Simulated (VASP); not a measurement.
# Ge (Fd-3m) in VASP: notebook, part 2 of 2

VASP 6.6.1. Earlier steps stand in the parts before.

### Step 5. Relaxation of cell and atoms, PBE

This run uses another cell than the first one, of 23.84 Å³/atom, 1.053 times its volume.

Input file INCAR:

```
PREC     = Accurate       # precision mode
ENCUT    = 600            # plane-wave cutoff, eV
EDIFF    = 1E-7           # SCF threshold, eV
ISMEAR   = 0              # smearing method
SIGMA    = 0.03           # smearing width, eV
LREAL    = False          # projectors in reciprocal space
LASPH    = True           # aspherical terms in the spheres
NELM     = 80             # most SCF steps
ALGO     = Normal         # electronic algorithm
ISIF     = 3              # what is computed and relaxed
LWAVE    = False          # write WAVECAR
LCHARG   = False          # write CHGCAR
GGA      = PE             # functional
IBRION   = 2              # ionic algorithm
NSW      = 90             # ionic steps
EDIFFG   = -0.005         # ionic threshold
```

Input file KPOINTS:

```
Automatic mesh
0
Gamma
  10 10 10
```

Input file POSCAR:

```
Ge                                      
1.0
    0.0000000000      2.8781224751      2.8781224751
    2.8781224751     -0.0000000000      2.8781224751
    2.8781224751      2.8781224751     -0.0000000000
  Ge            
     2
Direct
     0.0000000000000000    0.0000000000000000    0.0000000000000000
     0.2500000000000000    0.2500000000000000    0.2500000000000000
```

Potentials or basis: VASP PAW PBE potentials, release 64 (Ge_d).

On the command line:

```console
$ cat potpaw_PBE.64/Ge_d/POTCAR > POTCAR
$ mpirun -np 1 vasp_std > vasp.out
```

OUTCAR:

```text
PREC = Accurate
   ENCUT = 600
   EDIFF = 1E-7
   ISMEAR = 0
   LREAL = False
   LASPH = True
   NELM = 80
   ISIF = 3
   GGA = PE
   IBRION = 2
   NSW = 90
   EDIFFG = -0.005

 ion  position               nearest neighbor table
   1  0.000  0.000  0.000-   2 2.49   2 2.49   2 2.49   2 2.49
   2  0.250  0.250  0.250-   1 2.49   1 2.49   1 2.49   1 2.49

  LATTYP: Found a face centered cubic cell.
 ALAT       =     5.7562449502

  Lattice vectors:

 A1 = (   0.0000000000,   2.8781224751,   2.8781224751)
 A2 = (   2.8781224751,   0.0000000000,   2.8781224751)
 A3 = (   2.8781224751,   2.8781224751,   0.0000000000)

Analysis of symmetry for initial positions (statically):
=====================================================================
 Subroutine PRICEL returns:
 Original cell was already a primitive cell.

 Routine SETGRP: Setting up the symmetry group for a
 face centered cubic supercell.

 Subroutine GETGRP returns: Found 48 space group operations
 (whereof 24 operations were pure point group operations)
 out of a pool of 48 trial point group operations.

The static configuration has the point symmetry T_d .
 The point group associated with its full space group is O_h .

Analysis of symmetry for dynamics (positions and initial velocities):
=====================================================================
 Subroutine PRICEL returns:
 Original cell was already a primitive cell.

 Routine SETGRP: Setting up the symmetry group for a
 face centered cubic supercell.

 Subroutine GETGRP returns: Found 48 space group operations
 (whereof 24 operations were pure point group operations)
 out of a pool of 48 trial point group operations.

[... 169 lines left out ...]
     0.000000000  2.878122475  2.878122475    -0.173724365  0.173724365  0.173724365
     2.878122475  0.000000000  2.878122475     0.173724365 -0.173724365  0.173724365
     2.878122475  2.878122475  0.000000000     0.173724365  0.173724365 -0.173724365

 POSITION                                       TOTAL-FORCE (eV/Angst)
 -----------------------------------------------------------------------------------
      0.00000      0.00000      0.00000        -0.000000     -0.000000     -0.000000
      1.43906      1.43906      1.43906         0.000000      0.000000      0.000000
 -----------------------------------------------------------------------------------
    total drift:                                0.000000      0.000000      0.000000

  FREE ENERGIE OF THE ION-ELECTRON SYSTEM (eV)
  ---------------------------------------------------
  free  energy   TOTEN  =        -9.0337927191 eV

  energy  without entropy=       -9.0337159427  energy(sigma->0) =       -9.03375433

--------------------------------------- Ionic step        2  -------------------------------------------

 number of electron      28.0000001 magnetization

 Free energy of the ion-electron system (eV)
  ---------------------------------------------------
  ext. energy  EPLUGINS =         0.00000000
  ---------------------------------------------------
  free energy    TOTEN  =        -9.03382901 eV

  energy without entropy =       -9.03374386  energy(sigma->0) =       -9.03378644

 E-fermi :   4.4792     XC(G=0):  -9.6696

 val. band max:        4.4790345702   @ k =   0.0000   0.0000   0.0000
 cond. band min:       4.5039370359   @ k =   0.5000   0.0000   0.0000
 fundamental gap:      0.0249024658
 Fermi energy:         4.4792365476

 k-point     1 :       0.0000    0.0000    0.0000
  band No.  band energies     occupation
      1     -20.2668      2.00000
      2     -20.2668      2.00000
      3     -20.2668      2.00000
      4     -20.2347      2.00000
      5     -20.2347      2.00000
      6     -20.0517      2.00000
[... 481 lines left out ...]
      5     -20.1619      2.00000
      6     -20.1428      2.00000
[... 10 lines left out ...]
     17      10.9060      0.00000
     18      11.4484      0.00000

 [... further k-points ...]
[... 5 lines left out ...]
  --------------------------------------------------------------------------------------
  -------------------------------------------------------------------------------------
  Total        0.0040081      0.0040081      0.0040081      0.0000000      0.0000000      0.0000000
  in kB        0.1343420      0.1343420      0.1343420      0.0000000      0.0000000      0.0000000
  external PRESSURE =       0.1343420 kB  Pullay stress =       0.0000000 kB

 VOLUME and BASIS-vectors are now :
 -----------------------------------------------------------------------------
  energy-cutoff  :      600.00
  volume of cell :       47.80
      direct lattice vectors                 reciprocal lattice vectors
    -0.000000000  2.880501336  2.880501336    -0.173580895  0.173580895  0.173580895
     2.880501336  0.000000000  2.880501336     0.173580895 -0.173580895  0.173580895
     2.880501336  2.880501336  0.000000000     0.173580895  0.173580895 -0.173580895

 POSITION                                       TOTAL-FORCE (eV/Angst)
 -----------------------------------------------------------------------------------
      5.76100      5.76100      5.76100        -0.000000     -0.000000     -0.000000
      1.44025      1.44025      1.44025         0.000000      0.000000      0.000000
 -----------------------------------------------------------------------------------
    total drift:                                0.000000      0.000000      0.000000

  FREE ENERGIE OF THE ION-ELECTRON SYSTEM (eV)
  ---------------------------------------------------
  free  energy   TOTEN  =        -9.0338290099 eV

  energy  without entropy=       -9.0337438632  energy(sigma->0) =       -9.03378644

 reached required accuracy - stopping structural energy minimisation
```

CONTCAR:

```text
Ge
   1.00000000000000
    -0.0000000000000000    2.8805013357978373    2.8805013357978373
     2.8805013357978373    0.0000000000000000    2.8805013357978373
     2.8805013357978373    2.8805013357978373    0.0000000000000000
  Ge
     2
Direct
     1.0000000000000000    1.0000000000000000    1.0000000000000000
     0.2500000000000000    0.2500000000000000    0.2500000000000000

  0.00000000E+00  0.00000000E+00  0.00000000E+00
  0.00000000E+00  0.00000000E+00  0.00000000E+00
```

It took 34 s on 1 thread of Intel Xeon 6975P-C (Granite Rapids), shared host; peak memory 0.22 GiB.

What came out:

```
Free energy                            : -9.0338 eV
Relaxed volume                         : 23.90 Å³/atom
Relaxed cell                           : a = 4.074 Å, b = 4.074 Å, c = 4.074 Å, α = 60.00°, β = 60.00°, γ = 60.00°
Space group after relaxing (to 0.05 Å) : Fd-3m (No. 227)
Energy gained by relaxing              : 0.0 meV/atom
Ionic steps                            : 2
Pressure after relaxing                : 0.0 GPa
Band gap on the k mesh                 : none (metal or under the smearing width)
```

Final structure:
```cif
data_structure
_symmetry_space_group_name_H-M 'P 1'
_symmetry_Int_Tables_number 1
_cell_length_a 4.0736
_cell_length_b 4.0736
_cell_length_c 4.0736
_cell_angle_alpha 60.000
_cell_angle_beta 60.000
_cell_angle_gamma 60.000
_cell_volume 47.80
loop_
_atom_site_label
_atom_site_type_symbol
_atom_site_fract_x
_atom_site_fract_y
_atom_site_fract_z
_atom_site_occupancy
Ge1 Ge 0.00000 0.00000 0.00000 1
Ge2 Ge 0.25000 0.25000 0.25000 1
```

Levels at points of the mesh, in eV from the Fermi level:
```tsv
k point	band 11	band 12	band 13	band 14	band 15	band 16	band 17	band 18
(0.00, 0.00, 0.00)	-12.37	-0.45	0.00	0.00	0.00	2.53	2.53	2.53
(0.50, 0.00, 0.00)	-10.41	-7.36	-1.32	-1.32	0.02	3.72	3.72	7.10
(0.50, 0.50, 0.00)	-8.69	-8.69	-2.89	-2.89	0.82	0.82	9.07	9.07
```

Caveat: this crystal is a semiconductor, whose small gap the functional closes, so the metal is an error of the method.

### Step 6. Summary

```tsv
task	level	cell	gap on the mesh (eV)	pressure (GPa)
relaxation of the atoms	PBE+D3(BJ)	atoms relaxed from: a relaxed cell with its volume scaled by 1.04	none	-2.2
relaxation of the atoms	PBE+D3(BJ)	atoms relaxed from: a relaxed cell with its volume scaled by 1.06	none	-3.1
relaxation of cell and atoms	PBE	relaxed	none	0.0
```

Alike in all rows: potentials or basis VASP PAW PBE potentials, release 64 (Ge_d); no spin polarisation; k mesh 10 × 10 × 10; cutoff (eV) 600; smearing gaussian 0.03 eV.

Caveats: the relaxation stopped at its first step, so nothing moved (some runs); pairwise dispersion overbinds metals, which lowers pressure and volume (some runs); this crystal is a semiconductor, whose small gap the functional closes, so the metal is an error of the method (some runs).

Total energies depend on the potentials used, so only differences within one code and one set of settings carry meaning.
